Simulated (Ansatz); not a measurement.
Ag under changes of volume

One of the cells (18.154 Å³/atom); the others are scaled copies at fixed shape and fractional positions:

```
CELL_PARAMETERS angstrom
-1.65565 1.65565 1.65565
1.65565 -1.65565 1.65565
1.65565 1.65565 -1.65565
ATOMIC_POSITIONS crystal
Ag 0.00000 0.00000 0.00000
```

This isn't the form of Ag at room conditions, which is fcc.

* Program: Ansatz 0.2.0
* Functional: PBEsol
* Potentials or basis: all-electron LAPW, scalar-relativistic
* Cutoff: 245 eV (chosen from the basis error)
* Basis error allowed: 0.001 eV/atom
* k mesh: 11 × 11 × 11
* Occupations: fermi-dirac, width 0.05 eV
* Spin: no spin polarisation

```tsv
volume (Å³/atom)	energy over the lowest point (meV/atom)	pressure (GPa)
17.065	0.00	-1.8
17.428	6.44	-3.9
17.791	?	?
18.154	32.06	-7.3
18.517	50.11	-8.6
18.880	70.97	-9.8
19.243	94.30	-10.8
```

Question: What does the run at 17.791 Å³/atom give?

Answer: Energy over the lowest point 17.33 meV/atom; pressure -5.7 GPa.

Worked out: A Birch-Murnaghan fit of order 3 (a polynomial in V^(-2/3)) to the other rows has its minimum at 16.80 Å³/atom, just outside them, with B0 = V·E''(V) = 117 GPa and B' = 5.7. It gives 17.33 meV/atom at 17.791 Å³/atom, against the run's 17.33, and -dE/dV = -5.7 GPa, against -5.7.

Energies are extrapolated to zero smearing.
